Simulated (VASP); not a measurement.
A run of VASP 6.6.1:

File INCAR:

```
SYSTEM = Ga
PREC = Accurate ; ENCUT = 520
EDIFF = 1E-7 ; ISMEAR = -5
SIGMA = 0.05 ; LREAL = .False.
LASPH = .True. ; NELM = 80
ALGO = Fast ; ISIF = 2
LWAVE = .False. ; LCHARG = .True.
GGA = RP ; IVDW = 12
LELF = .True.
```

The input KPOINTS:

```
Automatic mesh
0
Gamma
  13 13 13
  0 0 0
```

File POSCAR:

```
Ga
3.0501
   -0.425791613390      0.472875315563      0.771415363431
    0.445608340710     -0.438025966362      0.762411068490
    0.437576145044      0.449810498016     -0.750540965870
Ga
1
Direct
   -0.0155480000      0.0253690000      0.0248900000
```

Potentials or basis: VASP PAW PBE potentials, release 64 (Ga_d).

Run with:

```sh
$ cat potpaw_PBE.64/Ga_d/POTCAR > POTCAR
$ mpirun -np 1 vasp_std > vasp.out
```

Hardware: 1 thread of AMD EPYC 9R45 (Zen 5) (shared host).

Q: How long does it take, and how much memory?

A: Wall time 110 s on 1 thread of AMD EPYC 9R45 (Zen 5), with other jobs on the host, peak memory 0.3 GiB. Counts: scf iterations 12, k points 1099.
